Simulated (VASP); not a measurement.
## CdSe: equation of state with PBE

CdSe:

```
CELL_PARAMETERS angstrom
0.00000 3.07027 3.07027
3.07027 0.00000 3.07027
3.07027 3.07027 0.00000
ATOMIC_POSITIONS crystal
Cd 0.00000 0.00000 0.00000
Se 0.25000 0.25000 0.25000
```

Measurements of this composition are mostly on another form, of space group No. 186.

```yaml
Program: VASP 6.6.1
Task: equation of state
Functional: PBE
Potentials_or_basis: VASP PAW PBE potentials, release 64 (Cd, Se)
Cutoff: 520 eV
k_mesh: 8 × 8 × 8
Occupations: fermi-dirac, width 0.05 eV
Spin: no spin polarisation
Further_INCAR_settings: ALGO = Normal; EDIFF = 1e-07; NBANDS = 16
```

```json
{"Equilibrium volume": "29.90 Å³/atom", "Bulk modulus": "45 GPa", "Pressure derivative of the bulk modulus": "4.7"}
```

Energy against volume, from the lowest point:
```tsv
volume (Å³/atom)	energy (meV/atom)
27.206	40.32
27.784	23.80
28.363	11.97
28.942	4.35
29.521	0.50
30.100	0.00
30.679	2.51
```

All runs of the series together: 3.1 min on 1 thread of Intel(R) Xeon(R) Platinum 8559C (Emerald Rapids), on a shared host.
